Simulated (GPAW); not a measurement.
BaTiO3:

```xyz
5
Lattice="3.9998 0.0000 0.0000 0.0000 3.9998 0.0000 0.0000 0.0000 4.0180" Properties=species:S:1:pos:R:3 pbc="T T T"
Ba    0.0000    0.0000    0.0000
Ti    1.9999    1.9999    1.9688
O     0.0000    1.9999    2.0773
O     1.9999    0.0000    2.0773
O     1.9999    1.9999    0.0763
```

Program: GPAW 26.7.0. Alike in all runs: task band structure; cell as given; cutoff (eV) 800; smearing fermi-dirac 0.05 eV.

Task: Order these runs on this cell by their band gap on the k mesh, lowest first.
A. level PBEsol+U; potentials or basis PAW data sets generated in the run's folder for this functional, pw; spin off; U Ti d U = 6 eV; k mesh 5 × 5 × 5
B. level PBEsol; potentials or basis PAW data sets generated in the run's folder for this functional, pw; spin off; k mesh 5 × 5 × 5
C. level TASK; potentials or basis GPAW PAW data sets (gpaw-data 1.2.1), pw; spin SOC, no magnetisation; k mesh 4 × 4 × 4; spin axis theta (degrees) 0; spin axis phi (degrees) 0
D. level PBEsol+U; potentials or basis PAW data sets generated in the run's folder for this functional, pw; spin off; U Ti d U = 3 eV; k mesh 5 × 5 × 5
E. level C09-vdW; potentials or basis GPAW PAW data sets (gpaw-data 1.2.1), pw; spin SOC, no magnetisation; k mesh 4 × 4 × 4; spin axis theta (degrees) 90; spin axis phi (degrees) 0

Result: E (1.77 eV), B (1.92 eV), D (2.34 eV), C (2.53 eV), A (2.81 eV).

Caveats: spin-orbit coupling is left out, which moves the levels of the heavy elements (some runs); the mesh misses the band edges, which the band path finds closer together (some runs); spin-orbit coupling was added after a scalar SCF, so levels and gaps hold it while energy, forces, pressure and moments don't (some runs); this program's spin-orbit splittings come out too wide for heavy elements (some runs).

Not every run made on this cell is shown here.
